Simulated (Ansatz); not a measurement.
# Does disorder add resistance in series? Nb(100) layers with 12.5 % Zn

Two lengths of the disordered region are known. What area resistance does the third give?

**Method.** Ansatz 0.2.0, plane waves with PAW datasets at their recommended cutoffs (420 eV for most), Fermi-Dirac smearing; ballistic transmission by layer matching. The area resistance is RA = A (h/2e²)(1/T − 1/N), with T the zone-mean transmission per spin and N the lead's channels, both averaged over a few energies near the Fermi level; for magnets each spin is taken apart, with h/e², and the two conduct in parallel. Lateral cell 2x2, PBE, a fresh random draw for each length.

The runs, with one result withheld:

| length (Å) | channels N | RA (fΩ m²) |
| --- | --- | --- |
| 6.61 | 10.86 | 0.506 |
| 13.2 | 10.74 | 0.881 |
| 19.8 | 10.73 | ? |

**Fit on the rows shown.**

Ohm's law makes RA linear in the length: the slope is (0.881 − 0.506)/(13.2 − 6.61) = 0.0566 fΩ m² per Å, or 57 µΩ cm. Then 0.881 + 0.0566 × 6.61. Predicted: 1.25 fΩ m².

Check against the run:

1.06 fΩ m², so the prediction is 18 % too high. The three lengths together give 42 µΩ cm. Single draws scatter, and the lead's own channel count shifts by 1.2 % between the runs, which moves RA too; these runs don't part the causes of the miss, and leave the question open.

**Limits.** The scatterers repeat sideways with the small cell. The slope is a raw one; a model of isotropic scattering puts it 1.01 times the bulk value over these lengths. Atoms sit unrelaxed on the host's lattice, and the pair may not mix at random in practice.
